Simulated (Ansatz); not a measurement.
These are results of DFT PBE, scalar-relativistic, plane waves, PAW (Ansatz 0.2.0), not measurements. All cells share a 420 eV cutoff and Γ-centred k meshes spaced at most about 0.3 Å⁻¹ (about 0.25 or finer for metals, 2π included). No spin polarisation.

Formation energies are uncorrected and refer to the elements' standard structures at the same level.

All energies are static (0 K, no zero-point motion). The comparison covers the computed candidates alone. Spin–orbit coupling, which can matter for Te, is left out. The reference form of Te is held partly by dispersion forces, which this level lacks.

A search for Mg₅Te₂ gave 7 distinct relaxed structures. Coordination counts Mg atoms around Te (those within 1.25 times the shortest such distance or 1.15 times the sum of covalent radii; a plus sign parts nearer from farther groups; a slash parts the counts of unlike sites). Cells relaxed within their symmetry can be saddle points.

Problem. Which structure of Mg₅Te₂ came out lowest?

Solution. The one with space group P-1 (No. 2), reached from: a relaxed cell, shaken at random and relaxed again. It has a = 4.180 Å, b = 7.348 Å, c = 12.668 Å, α = 97.3°, β = 90.2°, γ = 90.0°, 27.6 Å³/atom, no gap on the mesh. Mg on its first site is surrounded by 1 Mg at 2.92 Å, 2 Te at 2.97 Å and 5 Mg at 3.37–3.52 Å; around Mg on its second site lie 3 Te at 2.86 Å, 1 Mg at 2.94 Å and 2 Mg at 3.18–3.20 Å; around Mg on its third site lie 9 Mg at 2.92–3.39 Å; Te on its first site has 6 Mg at 2.86–3.02 Å; 3 more sites not described. Its energy over the elements is −0.31 eV/atom. Whether it is stable depends on the other phases of the system, which aren't compared here. An observed structure of this formula, if there is one, may be missing.

```
Mg Te
1.0
     4.17994    0.00000    0.00000
    -0.00450    7.34797    0.00000
    -0.04352   -1.61056   12.56470
Mg Te
10 4
Direct
  0.24587 0.96716 0.19329
  0.74825 0.35090 0.25450
  0.74843 0.16900 0.03393
  0.24929 0.50224 0.09670
  0.75413 0.03284 0.80671
  0.25175 0.64910 0.74550
  0.25157 0.83100 0.96607
  0.75071 0.49776 0.90329
  0.24930 0.25533 0.48780
  0.75070 0.74467 0.51220
  0.74749 0.03008 0.36070
  0.24881 0.56538 0.36234
  0.25251 0.96992 0.63929
  0.75119 0.43462 0.63766
```

Problem. How much higher is the R-3m structure with 25.7 Å³/atom and coordination Te 8/6+6 (reached from: random cell)?

Solution. 90 meV/atom. It has no gap on its mesh.

Problem. How much higher is the R3m structure with 26.1 Å³/atom and coordination Te 7/3+6 (reached from: random cell)?

Solution. 83 meV/atom. It has no gap on its mesh.

Some types were kept out of the candidates beforehand, so the set may lack a known form.
